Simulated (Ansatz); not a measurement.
## Bands of HgS

```yaml
crystal:
  lattice:
    - [0.00000, 2.92900, 2.92900]
    - [2.92900, 0.00000, 2.92900]
    - [2.92900, 2.92900, 0.00000]
  atoms:
    - { symbol: Hg, position: [0.00000, 0.00000, 0.00000] }
    - { symbol: S, position: [0.75000, 0.75000, 0.75000] }
```

Atoms are numbered in the order listed.

The geometry is COD entry 1011368, unchecked; take it as a test cell.

The calculation used DFT, PBE, all-electron LAPW, Dirac equation with spin-orbit coupling (Ansatz 0.2.0).

Sampling and basis: a Γ-centred 8×8×8 k mesh, Fermi–Dirac smearing of 0.01 eV, basis error target 1 meV/atom, no spin polarisation.

Points in fractions of the reciprocal vectors of this cell: Γ (0, 0, 0), X (-0.5, -0.5, 0), U (-0.375, -0.375, 0.25), K (-0.375, 0, 0.375), L (0, 0, 0.5), W (-0.5, -0.25, 0.25). The path joins them by straight lines in the order Γ–X–U–K–Γ–L–W–X; legs that retrace an earlier one aren't tabulated. Energies are in eV from the top of the valence band.

(1) List the levels at Γ between -5 and 5 eV.

(2) List the levels at U between -5 and 5 eV.

(3) List the levels at K between -5 and 5 eV.

(4) What is the band gap?

Results:

(1) -0.41 (×2), 0.00 (×4), 0.11 (×2), 4.98 (×2).

(2) -4.73, -3.00, -2.68, -1.90, -1.81, 3.34, 3.37, 4.70, 4.71.

(3) -4.73, -3.00, -2.68, -1.90, -1.81, 3.34, 3.37, 4.70, 4.71.

(4) 0.11 eV, direct at Γ (so small a gap may close at points that the mesh and path miss).
